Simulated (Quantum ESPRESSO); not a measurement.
**PbS (Galena): equation of state with r2SCAN**

The system is PbS (Galena).

```
Pb S
1.0
     0.00000    2.96575    2.96575
     2.96575    0.00000    2.96575
     2.96575    2.96575    0.00000
Pb S
1 1
Direct
  0.00000 0.00000 0.00000
  0.50000 0.50000 0.50000
```

```
Program             : Quantum ESPRESSO 7.5
Task                : equation of state
Functional          : r2SCAN
Potentials or basis : SG15 PBE 1.2
Cutoff              : 762 eV
Density cutoff      : 3048 eV
k mesh              : 6 × 6 × 6
Occupations         : fermi-dirac, width 0.05 eV
Spin                : no spin polarisation
Symmetry            : off
Mixing beta         : 0.5
Most SCF iterations : 120
SCF threshold       : 1e-08 Ry
```

The equilibrium volume is 26.12 Å³/atom, the bulk modulus is 61 GPa and the pressure derivative of the bulk modulus is 4.4.

Energy against volume, from the lowest point:
```tsv
volume (Å³/atom)	energy (meV/atom)
24.521	20.90
25.042	9.15
25.564	2.34
26.086	0.00
26.607	1.64
27.129	6.87
27.651	15.30
```

All runs of the series together: 15 min on 2 threads of Intel(R) Xeon(R) Platinum 8259CL CPU @ 2.50GHz (Skylake/Cascade Lake), with other jobs on the host.

Caveat: the potentials were made for another functional, which shifts forces and pressure. Spin-orbit coupling is left out, which matters for the levels of Pb.
